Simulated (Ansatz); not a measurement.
# Energy landscape near a Mg2Sn structure

These are results of DFT PBE, scalar-relativistic, plane waves, PAW (Ansatz), not measurements.

Plane waves to 420 eV, a k mesh through Γ of 12×12×12 on the computed 3-atom cell and Gaussian smearing (0.10 eV); no spin polarisation.

Reference cell:

```
Mg Sn
1.0
     0.00000    3.37950    3.37950
     3.37950    0.00000    3.37950
     3.37950    3.37950    0.00000
Mg Sn
2 1
Direct
  0.25000 0.25000 0.25000
  0.75000 0.75000 0.75000
  0.00000 0.00000 0.00000
```

Each variant moves atoms of this cell by the vectors given, if any (Å), and then applies a symmetric strain (tensor components, Cartesian axes). The reference cell isn't relaxed at this level. Energies are per atom at zero smearing, counted from the lowest variant. Pressure is positive in compression.

1. strain (xx yy zz yz xz xy, %) 2.80 2.80 2.80 0.00 0.00 0.00
2. strain (xx yy zz yz xz xy, %) -1.29 -1.29 -1.29 0.00 0.00 0.00
3. strain (xx yy zz yz xz xy, %) -3.99 -3.99 -3.99 0.00 0.00 0.00
4. strain (xx yy zz yz xz xy, %) -1.18 -1.18 -1.18 0.00 0.00 0.00

```
variant  ΔE (meV/atom) P (GPa) largest force (eV/Å) gap on mesh (eV) space group
      1            0.0    -2.06                  0.00                 0        Fm-3m
      2            3.8     2.99                  0.00                 0        Fm-3m
      3              ?        ?                     ?                 ?            ?
      4            2.3     2.81                  0.00                 0        Fm-3m
```

Task: Give the withheld rows.

Result:
```
variant  ΔE (meV/atom) P (GPa) largest force (eV/Å) gap on mesh (eV) space group
      3           70.6     8.18                  0.00              0.02        Fm-3m
```